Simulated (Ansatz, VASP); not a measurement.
# One calculation of PbS, two programs

```
Pb S
1.0
     2.94798   -2.94850    0.00013
     2.94798    2.94850    0.00013
    -2.07282    0.00000   22.21056
Pb S
2 2
Direct
  0.73737 0.71822 0.93702
  0.28178 0.26263 0.06298
  0.24045 0.21901 0.94292
  0.78099 0.75955 0.05708
```

Alike in both runs: functional PBEsol; k mesh 5 × 5 × 1; no spin polarisation.

Ansatz relaxed the structure, and its values are those at the end. VASP's run is a single point on that final structure, the one shown.

|  | VASP | Ansatz |
| --- | --- | --- |
| version | VASP 6.6.1 | Ansatz 0.2.0 |
| potentials or method | VASP PAW PBE potentials, release 64 (Pb_d, S) | plane waves, PAW |
| plane-wave cutoff (eV) | 520 | 435 |
| occupations | gaussian, width 0.01 eV | fixed |
| valence electrons in the cell | 40 | 40 |

```tsv
	VASP	Ansatz	Ansatz less VASP
rms of the force components (eV/Å)	0.004	0.004	-0.0003
```

Caveats: the PAW data sets were made with another functional, which shifts forces and pressure a little (VASP).
